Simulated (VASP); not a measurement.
Set up this calculation in VASP 6.6.1, as the native input.

```yaml
Task: single point
Functional: r2SCAN
Potentials_or_basis: VASP PAW PBE potentials, release 64 (Si)
Cutoff: 520 eV
k_mesh: 11 × 11 × 11
Occupations: fermi-dirac, width 0.05 eV
Spin: no spin polarisation
Dipole_correction: no
Further_INCAR_settings: ALGO = Normal; EDIFF = 1e-06; NBANDS = 11
```

Crystal: Si.

```
Si
1.0
     0.00000    2.72210    2.72210
     2.72210    0.00000    2.72210
     2.72210    2.72210    0.00000
Si
2
Direct
  0.50000 0.50000 0.50000
  0.75000 0.75000 0.75000
```

One way to write it, as run:

POSCAR

```
Si
1.0
    0.0000000000      2.7221004576      2.7221004576
    2.7221004576      0.0000000000      2.7221004576
    2.7221004576      2.7221004576      0.0000000000
Si
2
Direct
    0.5000000000      0.5000000000      0.5000000000
    0.7500000000      0.7500000000      0.7500000000
```

INCAR.step1

```
SYSTEM = Si
  PREC = Accurate
  ENCUT = 520
  ISMEAR = -1
  SIGMA = 0.05
  LREAL = .FALSE.
  LASPH = .TRUE.
  NELM = 100
  NBANDS = 11
  GGA = PE
  ALGO = Normal
  EDIFF = 1E-4
  LWAVE = .TRUE.
  LCHARG = .FALSE.
```

INCAR.step2

```
SYSTEM = Si
  PREC = Accurate
  ENCUT = 520
  EDIFF = 1E-6
  ISMEAR = -1
  SIGMA = 0.05
  LREAL = .FALSE.
  LASPH = .TRUE.
  NELM = 100
  ALGO = Normal
  ISIF = 2
  LWAVE = .FALSE.
  LCHARG = .FALSE.
  METAGGA = R2SCAN
  LMIXTAU = .TRUE.
  NBANDS = 11
  ISTART = 1
```

KPOINTS

```
Automatic mesh
0
G
  11 11 11
  0 0 0
```

Potentials or basis: VASP PAW PBE potentials, release 64 (Si).

Command:

```bash
$ cat potpaw_PBE.64/Si/POTCAR > POTCAR
$ cp INCAR.step1 INCAR
$ mpirun -np 1 vasp_std > vasp.out
$ cp INCAR.step2 INCAR
$ mpirun -np 1 vasp_std > vasp.out
```

It gave:

```
Pressure               : -0.2 GPa
Band gap on the k mesh : 0.81 eV, indirect (least direct gap 2.76 eV)
```

Caveat: the PAW data sets were made with another functional, which shifts forces and pressure a little; an odd mesh through Γ misses points on the zone boundary, where band edges often lie.

Wall time 48 s on 1 thread of Intel(R) Xeon(R) 6975P-C (Granite Rapids) (shared host), peak memory 0.16 GiB.
